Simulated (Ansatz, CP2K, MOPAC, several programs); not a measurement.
Energy against volume for KBr built on the NiAs prototype, at fixed shape and fractional coordinates, computed by several methods (PBE and r2SCAN, where shown, with plane waves in Ansatz); the cell shown is that of r2SCAN. With free coordinates or axes held, a curve is too stiff, and on another method's shape its minimum isn't the method's own volume. The symmetry is P6_3/mmc (No. 194, hexagonal); a = 4.559 Å, c = 8.020 Å in the conventional setting, 36.09 Å³ an atom. Around K lie 6 Br at 3.31 Å; around Br lie 6 K at 3.31 Å. Note: simulated data, non-magnetic, for a generated structure that need not be the stable one. Energies count from each curve's lowest point; fits are third-order Birch-Murnaghan.

```
K Br
1.0
     4.55930    0.00000    0.00000
    -2.27965    3.94847    0.00000
     0.00000    0.00000    8.02006
K Br
2 2
Direct
  0.00000 0.00000 0.00000
  0.00000 0.00000 0.50000
  0.33333 0.66667 0.25000
  0.66667 0.33333 0.75000
```

Question: PBE/SZV (CP2K), on the shape of the cell shown, gives
```csv
V (Å³/atom),E (meV/atom)
31.763,103.72
33.929,45.36
36.095,13.24
38.260,0.00
40.426,0.41
```
What equilibrium volume and bulk modulus follow?

Answer: V₀ = 39.24 Å³ an atom and B₀ = 16 GPa.

PBE, on the shape of its own relaxed cell:
```
V (Å³/atom)  E (meV/atom)
     35.561          6.21
     36.696          1.41
     37.831          0.00
     38.966          1.42
     40.101          5.23
```
V₀ = 37.80 Å³ an atom and B₀ = 13 GPa.

Question: PM7 (MOPAC), on the shape of the cell shown, as a cluster of 36 atoms at the zone centre, gives
```tsv
V (Å³/atom)	E (meV/atom)
31.763	85.19
33.929	22.84
36.095	0.00
38.260	4.34
40.426	30.62
```
What equilibrium volume and bulk modulus follow?

Answer: V₀ = 36.72 Å³ an atom and B₀ = 32 GPa.

Question: PBE/DZVP (CP2K), on the shape of the cell shown, gives
```csv
V (Å³/atom),E (meV/atom)
31.763,63.60
33.929,24.60
36.095,5.23
38.260,0.00
40.426,4.98
```
What equilibrium volume and bulk modulus follow?

Answer: V₀ = 38.17 Å³ an atom and B₀ = 13 GPa.

r2SCAN, on the shape of its own relaxed cell:
```tsv
V (Å³/atom)	E (meV/atom)
33.929	7.71
35.012	1.92
36.095	0.00
37.178	1.32
38.260	5.36
```
V₀ = 36.16 Å³ an atom and B₀ = 16 GPa.
